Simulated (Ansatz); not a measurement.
# TiC27: the cost of one run

Program: Ansatz 0.2.0. Level of theory: DFT PBE, scalar-relativistic, plane waves, PAW. These are calculated values, not measurements.

2 further runs of the same task are left out: 2 set aside as unsound or not needed.

## 1. The structure to begin with

Symmetry: R-3m, No. 166, trigonal system. The conventional cell has a = 2.467 Å, b = 2.467 Å, c = 25.727 Å, α = 90.00°, β = 90.00°, γ = 120.00°. Around C (site symmetry 3m) lie 3 C at 1.42 Å.

Coordinates:

```xyz
4
Lattice="1.2333 0.7120 8.5757 -1.2333 0.7120 8.5757 0.0000 -1.4240 8.5757" Properties=species:S:1:pos:R:3 pbc="T T T"
C     0.0000    0.0000   23.6061
C     0.0000    0.0000    6.4547
C     0.0000    0.0000   19.2723
C     0.0000    0.0000    2.1209
```

It goes back to an entry of the Materials Project, which need not be the stable form.

This cell was relaxed beforehand with the same method: volume 11.30 Å³/atom, gap on the mesh 0.07 eV.

The perfect supercell (rows -3 1 2; -1 -2 3; -1 0 2 in vectors of this cell) comes from an earlier run at this level (28 atoms, E(σ→0) -7026.4396 eV, gap 1.16 eV on its own mesh).

## 2. Setting up the defect

The atom at (0.797, 0.940, 0.753) of the supercell is replaced. The other atoms start on their ideal sites. Its neighbours are 3 C at 1.42 Å.

## 3. Relaxing the defect

File input.yaml:

```yaml
crystal:
  lattice:
    - [-4.9330325265, -4.2721314856, 0.0]
    - [1.2332581316, -6.4081972285, 0.0]
    - [-1.2332581316, -3.5601095714, 8.5756686354]
  atoms:
    - { symbol: Ti, position: [0.7967237231, 0.939580866, 0.7526859734] }
    - { symbol: C, position: [0.939580866, 0.5110094374, 0.7526859734] }
    - { symbol: C, position: [0.5110094374, 0.7967237231, 0.7526859734] }
    - { symbol: C, position: [0.6538665803, 0.3681522946, 0.7526859734] }
    - { symbol: C, position: [0.2252951517, 0.6538665803, 0.7526859734] }
    - { symbol: C, position: [0.3681522946, 0.2252951517, 0.7526859734] }
    - { symbol: C, position: [0.0824380089, 0.0824380089, 0.7526859734] }
    - { symbol: C, position: [0.4633937967, 0.6062509395, 0.7526757528] }
    - { symbol: C, position: [0.6062509395, 0.177679511, 0.7526757528] }
    - { symbol: C, position: [0.177679511, 0.4633937967, 0.7526757528] }
    - { symbol: C, position: [0.3205366538, 0.0348223681, 0.7526757528] }
    - { symbol: C, position: [0.8919652252, 0.3205366538, 0.7526757528] }
    - { symbol: C, position: [0.0348223681, 0.8919652252, 0.7526757528] }
    - { symbol: C, position: [0.7491080824, 0.7491080824, 0.7526757528] }
    - { symbol: C, position: [0.9651776319, 0.1080347748, 0.2473242472] }
    - { symbol: C, position: [0.1080347748, 0.6794633462, 0.2473242472] }
    - { symbol: C, position: [0.6794633462, 0.9651776319, 0.2473242472] }
    - { symbol: C, position: [0.822320489, 0.5366062033, 0.2473242472] }
    - { symbol: C, position: [0.3937490605, 0.822320489, 0.2473242472] }
    - { symbol: C, position: [0.5366062033, 0.3937490605, 0.2473242472] }
    - { symbol: C, position: [0.2508919176, 0.2508919176, 0.2473242472] }
    - { symbol: C, position: [0.6318477054, 0.7747048483, 0.2473140266] }
    - { symbol: C, position: [0.7747048483, 0.3461334197, 0.2473140266] }
    - { symbol: C, position: [0.3461334197, 0.6318477054, 0.2473140266] }
    - { symbol: C, position: [0.4889905626, 0.2032762769, 0.2473140266] }
    - { symbol: C, position: [0.060419134, 0.4889905626, 0.2473140266] }
    - { symbol: C, position: [0.2032762769, 0.060419134, 0.2473140266] }
    - { symbol: C, position: [0.9175619911, 0.9175619911, 0.2473140266] }
basis:
  ecutwfc: 420
  xc_grid: 2
kpoints:
  mp_grid: { grid: [5, 5, 5], shift: [0.0, 0.0, 0.0] }
hamiltonian:
  xc: pbe
scf:
  occupations: { method: gaussian, width: 0.1 }
output:
  forces: true
  stress: false
  eigenvalues: true
  write_density: true
  write_potential: true
  elf: true
  volumetric_format: npy
relax:
  adjacent_minimum: "off"
  f_tol: 0.025
  max_steps: 45
```

Launch:

```console
ansatz run input.yaml --threads 4 --pin off --max-ram 10240MiB --backend cpu --events-out ev --progress --plain --runs-dir out
```

What time and memory should one allow on 4 threads of Intel Xeon Platinum 8259CL at 2.50GHz (Skylake/Cascade Lake), shared host?

About 3.9 min, with a peak of 1.3 GiB.
